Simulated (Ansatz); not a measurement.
# VN: the cost of one run

Computed with Ansatz 0.2.0 (DFT, PBE, plane-wave PAW, default files, scalar-relativistic, frozen cores, as far as a step names no other, unless a step's input says otherwise).

2 further runs of the same task are left out: 2 that didn't finish.

## 1. The structure to begin with

It takes space group Fm-3m (No. 225, cubic). Conventional cell: a = 4.128 Å, b = 4.128 Å, c = 4.128 Å, α = 90.00°, β = 90.00°, γ = 90.00°. V (site symmetry m-3m) has 6 N at 2.06 Å as nearest neighbours. N (site symmetry m-3m) is surrounded by 6 V at 2.06 Å.

Structure file:

```xyz
2
Lattice="0.0000 2.0640 2.0640 2.0640 0.0000 2.0640 2.0640 2.0640 0.0000" Properties=species:S:1:pos:R:3 pbc="T T T"
V     0.0000    0.0000    0.0000
N     2.0640    2.0640    2.0640
```

The earlier run gave: no gap over 0.1 eV on the mesh, largest force 0.000 eV/Å, pressure -2.6 GPa.

The printed gradients, by site:

| site | atoms | first shell | V_zz (10²¹ V/m²) | η | C_Q (MHz) |
| --- | --- | --- | --- | --- | --- |
| V | 1 | 6 N at 2.06 Å | 0.00 | – | 0 (⁵¹V) |
| N | 2 | 6 V at 2.06 Å | 0.00 | – | 0 (¹⁴N) |

C_Q = eQV_zz/h, which is 24.18 MHz for Q = 1 b and V_zz = 10²¹ V/m²; η = (V_xx − V_yy)/V_zz. Q values from Pyykkö, Mol. Phys. 116, 1328 (2018).

## 2. Z stretched by +3 %, ions relaxed

Contents of input.yaml:

```yaml
crystal:
  lattice:
    - [0.0, 2.064, 2.12592]
    - [2.064, 0.0, 2.12592]
    - [2.064, 2.064, 0.0]
  atoms:
    - { symbol: V, position: [0.0, 0.0, 0.0], spin: 2.0 }
    - { symbol: "N", position: [0.5, 0.5, 0.5] }
magnetization:
  spin_polarized: true
kpoints:
  mp_grid: { grid: [19, 19, 19] }
scf:
  occupations: { method: fermi_dirac, width: 0.05 }
hamiltonian:
  xc: pbe
  pseudopotentials: { kind: paw, frozen_core: stored }
output:
  forces: true
  stress: true
  populations: true
  efg: { quadrupole_moments_barn: { V: -0.052, "N": 0.02044 } }
relax:
  f_tol: 0.02
  max_steps: 60
```

Command:

```
$ ansatz run input.yaml --threads 1 --pin off --max-ram 3072MiB --backend cpu --events-out ev --progress --plain --runs-dir out
```

What time and memory should one allow on 1 thread of Intel Xeon at 2.50GHz (Skylake/Cascade Lake), shared host?

About 86 s, with a peak of 0.62 GiB.
